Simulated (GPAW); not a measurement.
Set up this calculation in GPAW 26.7.0, as an ASE script.

```
Task                      : band structure
Functional                : M06-L
Potentials or basis       : GPAW PAW data sets (gpaw-data 1.2.1)
Cutoff                    : 600 eV
Basis                     : pw
k mesh                    : 9 × 9 × 9
Occupations               : fermi-dirac, width 0.05 eV
Spin                      : spin-orbit coupling, no magnetisation
Maxiter                   : 150
Band path                 : GXWKGLUWLK,UX
Band points               : 60
spin axis theta (degrees) : 90
spin axis phi (degrees)   : 45
Soc after scf             : second variation without the xc potential
```

The structure of Pb lies in Pb.xyz:

```xyz
1
Lattice="0.0000000000 2.4750200000 2.4750200000 2.4750200000 0.0000000000 2.4750200000 2.4750200000 2.4750200000 0.0000000000" Properties=species:S:1:pos:R:3 pbc="T T T"
Pb     0.0000000000      0.0000000000      0.0000000000
```

The input as run:

run.py

```python
import numpy as np
from ase.dft.bandgap import bandgap
from ase.io import read, write
from ase.units import GPa
from gpaw import GPAW, PW
from gpaw.spinorbit import soc_eigenstates

atoms = read('Pb.xyz')

calc = GPAW(mode=PW(600),
            xc='M06-L',
            kpts={'size': (9, 9, 9), 'gamma': True},
            occupations={'name': 'fermi-dirac', 'width': 0.05},
            nbands=14,
            convergence={'density': 1e-05, 'energy': 1e-05},
            maxiter=150,
            txt='gpaw.txt')
atoms.calc = calc
energy = atoms.get_potential_energy()
forces = atoms.get_forces()
stress = atoms.get_stress()
calc.write('gs.gpw')
write('result.traj', atoms)
print(f'Energy: {energy:.6f} eV')
print('Forces (eV/A):')
print(forces.round(4))
print('Stress (GPa):', (stress / GPa).round(3))
print('Fermi level:', round(calc.get_fermi_level(), 4), 'eV')
print(f'Gap: {bandgap(calc)[0]:.4f} eV, direct: {bandgap(calc, direct=True)[0]:.4f} eV')

path = atoms.cell.bandpath('GXWKGLUWLK,UX', npoints=60, eps=1e-4)
bs_calc = calc.fixed_density(kpts=path, symmetry='off', nbands=23,
                             convergence={'bands': 'CBM+6.0', 'eigenstates': 1e-6}, txt='bands.txt')
bs = bs_calc.band_structure()
bs.write('bs.json')
print(f'Gap on the path: {bandgap(bs_calc)[0]:.4f} eV')

soc = soc_eigenstates(bs_calc, theta=90, phi=45, ignore_xc_potential=True)
np.savetxt('soc_bands.dat', soc.eigenvalues(), fmt='%.4f')
mesh = soc_eigenstates('gs.gpw', theta=90, phi=45, ignore_xc_potential=True)
np.savetxt('soc_mesh.dat', mesh.eigenvalues(), fmt='%.4f')
print('Fermi level with spin-orbit coupling:', round(mesh.fermi_level, 4), 'eV')
```

Potentials or basis: GPAW PAW data sets (gpaw-data 1.2.1), pw.

Command:

```console
$ OMP_NUM_THREADS=1 python run.py
```

It gave:

- Pressure: 2.4 GPa
- Band gap along the path: none (metal or under the smearing width)

Caveat: spin-orbit coupling was added after a scalar SCF, so levels and gaps hold it while energy, forces, pressure and moments don't; this program's spin-orbit splittings come out too wide for heavy elements; the PAW data sets were made with another functional, which shifts forces and pressure a little.

Wall time 83 s on 1 thread of Arm Neoverse V1, with other jobs on the host, peak memory 0.32 GiB.
